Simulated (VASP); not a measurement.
ScAl3, 4 atoms in the cell. The structure is cubic, space group Pm-3m (No. 221). Conventional cell: a = 4.019 Å, b = 4.019 Å, c = 4.019 Å, α = 90.00°, β = 90.00°, γ = 90.00°. Around Sc (site symmetry m-3m) lie 12 Al at 2.84 Å. Around Al (site symmetry 4/mmm) lie 4 Sc at 2.84 Å and 8 Al at 2.84 Å. The cell is a database's computed one.

* Program: VASP 6.6.1
* Task: single point
* Functional: PBE
* Potentials or basis: VASP PAW PBE potentials, release 64 (Sc_sv, Al)
* Cutoff: 520 eV
* k mesh: 6 × 6 × 6
* Occupations: fermi-dirac, width 0.1 eV
* Spin: no spin polarisation
* Dipole correction: no
* Further INCAR settings: ALGO = Fast; EDIFF = 1e-06; NBANDS = 18

Potentials or basis: VASP PAW PBE potentials, release 64 (Sc_sv, Al).

Command:

```sh
$ cat potpaw_PBE.64/Sc_sv/POTCAR potpaw_PBE.64/Al/POTCAR > POTCAR
$ mpirun -np 1 vasp_std > vasp.out
```

Hardware: 1 thread of Intel(R) Xeon(R) Platinum 8259CL CPU @ 2.50GHz (Skylake/Cascade Lake) (shared host).

Task: How long does it take, and how much memory?

Result: It took 32 s on 1 thread of Intel(R) Xeon(R) Platinum 8259CL CPU @ 2.50GHz (Skylake/Cascade Lake) (shared host), peak memory 0.17 GiB. Counts: scf iterations 16, k points 20.
